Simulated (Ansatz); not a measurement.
SiC (P6_3mc), symmetry broken, then relaxed

These are results of Ansatz 0.2.0, DFT PBE, scalar-relativistic, plane waves, PAW, not measurements. Cutoff 420 eV, Γ-centred 6×6×6 k-points, Gaussian smearing of 0.05 eV. No spin polarisation. Energies are free energies at this smearing, counted from the undisturbed cell; pressure is positive in compression.

Zero of the scan (relaxed at this level):

```
CELL_PARAMETERS angstrom
1.54588 -2.67755 5.07402
1.54588 -2.67755 -5.07402
3.09177 5.35510 0.00000
ATOMIC_POSITIONS crystal
Si 0.33562 0.33105 0.16667
Si 0.83562 0.83105 0.16667
Si 0.33562 0.33105 0.66667
Si 0.83562 0.83105 0.66667
Si 0.91895 0.41438 0.33333
Si 0.41895 0.91438 0.33333
Si 0.91895 0.41438 0.83333
Si 0.41895 0.91438 0.83333
C 0.52355 0.14312 0.16667
C 0.02355 0.64312 0.16667
C 0.52355 0.14312 0.66667
C 0.02355 0.64312 0.66667
C 0.10688 0.22645 0.33333
C 0.60688 0.72645 0.33333
C 0.10688 0.22645 0.83333
C 0.60688 0.72645 0.83333
```

The atoms are displaced (Å, in the unstrained cell):

| atom | ux | uy | uz |
| --- | --- | --- | --- |
| Si1 | 0.031 | 0.004 | 0.027 |
| Si2 | 0.001 | -0.011 | -0.012 |
| Si3 | -0.007 | 0.017 | 0.001 |
| Si4 | -0.002 | -0.015 | -0.013 |
| Si5 | -0.006 | 0.005 | 0.030 |
| Si6 | 0.004 | -0.011 | 0.012 |
| Si7 | 0.017 | -0.002 | -0.045 |
| Si8 | 0.014 | 0.016 | 0.011 |
| C9 | 0.009 | 0.005 | 0.036 |
| C10 | 0.008 | -0.034 | -0.015 |
| C11 | 0.012 | -0.036 | 0.008 |
| C12 | -0.041 | 0.024 | -0.009 |
| C13 | -0.010 | 0.012 | -0.003 |
| C14 | -0.012 | -0.003 | -0.047 |
| C15 | -0.014 | 0.007 | -0.004 |
| C16 | -0.003 | 0.022 | 0.022 |

The cell is strained by (-0.1282, 0.1146, 0.0787, 0.2613, -0.0142, 0.1442) (xx, yy, zz, yz, xz, xy; engineering shear). Cell and atoms are then relaxed.

Task: Does the relaxation return to the undisturbed structure?

Result: Yes (up to a choice of domain or origin): same space group and volume, and an energy 0.0 meV/atom from it. The disturbance itself cost 1013.4 meV/atom. The final space group reads P6_3mc (tolerance 0.05 Å) and the volume changes by 0.02 %.

Final structure:

```
CELL_PARAMETERS angstrom
1.54597 -2.67771 5.07429
1.54598 -2.67771 -5.07429
3.09194 5.35541 -0.00001
ATOMIC_POSITIONS crystal
Si 0.33562 0.33104 0.16667
Si 0.83562 0.83104 0.16667
Si 0.33562 0.33104 0.66667
Si 0.83562 0.83104 0.66667
Si 0.91896 0.41438 0.33333
Si 0.41896 0.91438 0.33333
Si 0.91896 0.41438 0.83333
Si 0.41896 0.91438 0.83333
C 0.52354 0.14312 0.16667
C 0.02354 0.64312 0.16667
C 0.52354 0.14312 0.66667
C 0.02354 0.64312 0.66667
C 0.10688 0.22646 0.33333
C 0.60688 0.72646 0.33333
C 0.10688 0.22646 0.83333
C 0.60688 0.72646 0.83333
```

The relaxation, step by step (energy from the first step; small jumps at an unchanged geometry come where the plane waves are selected anew for the new cell):

| step | ΔE (meV/atom) | largest force component (eV/Å) | pressure (GPa) |
| --- | --- | --- | --- |
| 1 | 0.0 | 6.277 | 11.25 |
| 2 | -447.8 | 3.284 | 3.02 |
| 3 | -744.9 | 1.475 | 1.03 |
| 4 | -935.1 | 0.741 | 1.83 |
| 5 | -1003.2 | 0.066 | 0.82 |
| 6 | -1004.4 | 0.015 | -0.03 |
| 7 | -1004.4 | 0.002 | 0.00 |
| 8 | -1013.1 | 0.025 | 0.76 |
| 9 | -1013.3 | 0.003 | 0.05 |
| 10 | -1013.4 | 0.003 | 0.06 |
| 11 | -1013.4 | 0.000 | 0.00 |
| 12 | -1013.4 | 0.000 | 0.00 |

Frames along the relaxation (Å, eV/Å):

```xyz
16
Lattice="1.119 -2.210 5.113 1.191 -3.536 -5.834 3.082 6.192 0.678" Properties=species:S:1:pos:R:3:forces:R:3 pbc="T T T" step=1
Si    1.310   -0.870   -0.073   -1.084    0.498    0.255
Si    2.438   -3.767   -0.478   -1.173    0.716    0.832
Si    2.820    2.235    0.239   -1.068    0.401    0.696
Si    3.976   -0.676   -0.140   -1.041    1.186    0.836
Si    2.544   -1.423    2.540    5.427   -2.761    2.918
Si    2.587   -2.106   -2.955    5.009   -2.461    2.739
Si    4.104    1.657    2.796    5.431   -3.435    3.324
Si    4.138    1.021   -2.614    2.908   -1.726    2.300
C     1.277   -0.620    1.994   -5.465    2.890   -3.457
C     1.310   -1.334   -3.539   -4.920    3.099   -3.435
C     2.818    2.427    2.298   -6.277    3.606   -3.423
C     2.812    1.824   -3.186   -2.974    1.406   -2.368
C     1.408    1.039   -0.550    1.644   -1.078   -0.395
C     2.560   -1.856   -0.960    0.917   -0.640    0.256
C     2.946    4.129   -0.214    1.539   -0.752   -0.359
C     4.111    1.277   -0.544    1.127   -0.950   -0.718
16
Lattice="1.262 -2.376 5.041 1.383 -3.098 -5.458 3.158 5.755 0.348" Properties=species:S:1:pos:R:3:forces:R:3 pbc="T T T" step=3
Si    1.414   -0.866   -0.041   -0.427   -0.082    0.102
Si    2.722   -3.615   -0.276   -0.255    0.215    0.418
Si    2.977    2.023    0.119   -0.278   -0.036    0.336
Si    4.300   -0.737   -0.105   -0.357    0.282    0.414
Si    2.802   -1.538    2.523    0.838   -1.095    0.284
Si    2.864   -1.906   -2.745    0.700   -0.982    0.363
Si    4.387    1.331    2.646    0.736   -1.125    0.931
Si    4.442    0.986   -2.564    0.362   -0.973    0.382
C     1.361   -0.727    1.924   -0.915    0.999   -0.782
C     1.423   -1.112   -3.367   -0.837    1.372   -0.484
C     2.938    2.129    2.075   -1.058    1.475   -0.624
C     2.983    1.796   -3.181   -0.420    0.701   -0.440
C     1.520    0.965   -0.573    0.520   -0.226   -0.219
C     2.835   -1.782   -0.810    0.428    0.005    0.190
C     3.095    3.848   -0.403    0.609   -0.118   -0.357
C     4.416    1.118   -0.599    0.351   -0.411   -0.515
16
Lattice="1.512 -2.645 5.057 1.532 -2.709 -5.095 3.084 5.377 0.027" Properties=species:S:1:pos:R:3:forces:R:3 pbc="T T T" step=5
Si    1.529   -0.889    0.017   -0.003   -0.001   -0.010
Si    3.051   -3.566   -0.003    0.003    0.009    0.004
Si    3.071    1.800    0.030   -0.012   -0.007   -0.009
Si    4.593   -0.878    0.010   -0.012    0.011   -0.002
Si    3.051   -1.763    2.546    0.052   -0.007    0.000
Si    3.062   -1.795   -2.531    0.039    0.003    0.002
Si    4.593    0.925    2.558    0.057   -0.001    0.031
Si    4.604    0.893   -2.516    0.029    0.007   -0.007
C     1.522   -0.871    1.923   -0.048    0.004   -0.028
C     1.533   -0.903   -3.154   -0.048    0.019   -0.013
C     3.065    1.817    1.936   -0.066    0.029   -0.018
C     3.074    1.787   -3.141   -0.022   -0.020   -0.003
C     1.539    0.895   -0.605    0.013   -0.013    0.010
C     3.060   -1.783   -0.626    0.011   -0.006    0.034
C     3.081    3.583   -0.592    0.006   -0.012    0.009
C     4.603    0.906   -0.610    0.002   -0.015    0.001
16
Lattice="1.532 -2.670 5.069 1.542 -2.681 -5.077 3.089 5.360 0.003" Properties=species:S:1:pos:R:3:forces:R:3 pbc="T T T" step=8
Si    1.540   -0.891    0.021   -0.005    0.004    0.004
Si    3.077   -3.566    0.017   -0.005    0.004    0.004
Si    3.085    1.789    0.023   -0.006    0.003    0.003
Si    4.622   -0.886    0.018   -0.006    0.004    0.004
Si    3.076   -1.778    2.555    0.024   -0.016    0.010
Si    3.081   -1.783   -2.518    0.024   -0.016    0.011
Si    4.621    0.902    2.557    0.025   -0.015    0.011
Si    4.626    0.897   -2.516    0.025   -0.015    0.010
C     1.536   -0.887    1.927   -0.022    0.014   -0.011
C     1.541   -0.892   -3.146   -0.022    0.013   -0.010
C     3.081    1.794    1.929   -0.022    0.013   -0.011
C     3.086    1.788   -3.144   -0.021    0.013   -0.010
C     1.544    0.893   -0.607    0.003   -0.002   -0.004
C     3.081   -1.783   -0.612    0.003   -0.002   -0.004
C     3.089    3.573   -0.606    0.002   -0.002   -0.004
C     4.625    0.897   -0.610    0.003   -0.002   -0.004
16
Lattice="1.545 -2.677 5.074 1.546 -2.678 -5.074 3.092 5.356 0.000" Properties=species:S:1:pos:R:3:forces:R:3 pbc="T T T" step=10
Si    1.546   -0.893    0.023    0.000    0.000    0.002
Si    3.091   -3.570    0.023   -0.001    0.000    0.001
Si    3.091    1.785    0.023    0.000    0.000    0.002
Si    4.637   -0.892    0.023    0.000   -0.001    0.002
Si    3.091   -1.785    2.560   -0.001   -0.001    0.002
Si    3.091   -1.785   -2.514   -0.001    0.000    0.002
Si    4.637    0.893    2.560    0.000   -0.001    0.001
Si    4.637    0.893   -2.514   -0.001    0.000    0.003
C     1.545   -0.892    1.930    0.001    0.000   -0.002
C     1.546   -0.892   -3.144    0.001    0.000   -0.002
C     3.091    1.786    1.930    0.001    0.000   -0.002
C     3.091    1.785   -3.144    0.001    0.000   -0.002
C     1.546    0.892   -0.607    0.001    0.001   -0.002
C     3.091   -1.785   -0.607    0.000    0.001   -0.002
C     3.092    3.570   -0.607    0.000    0.001   -0.002
C     4.637    0.893   -0.607    0.000    0.001   -0.002
16
Lattice="1.546 -2.678 5.074 1.546 -2.678 -5.074 3.092 5.355 0.000" Properties=species:S:1:pos:R:3:forces:R:3 pbc="T T T" step=12
Si    1.546   -0.893    0.023    0.000    0.000    0.000
Si    3.092   -3.570    0.023    0.000    0.000    0.000
Si    3.092    1.785    0.023    0.000    0.000    0.000
Si    4.638   -0.893    0.023    0.000    0.000    0.000
Si    3.092   -1.785    2.560    0.000    0.000    0.000
Si    3.092   -1.785   -2.514    0.000    0.000    0.000
Si    4.638    0.893    2.560    0.000    0.000    0.000
Si    4.638    0.893   -2.514    0.000    0.000    0.000
C     1.546   -0.893    1.930    0.000    0.000    0.000
C     1.546   -0.893   -3.144    0.000    0.000    0.000
C     3.092    1.785    1.930    0.000    0.000    0.000
C     3.092    1.785   -3.144    0.000    0.000    0.000
C     1.546    0.893   -0.607    0.000    0.000    0.000
C     3.092   -1.785   -0.607    0.000    0.000    0.000
C     3.092    3.570   -0.607    0.000    0.000    0.000
C     4.638    0.893   -0.607    0.000    0.000    0.000
```

Cost: 3 runs of about 9.7 core-minutes in all, on Intel Xeon 6975P-C (Granite Rapids) (shared hosts).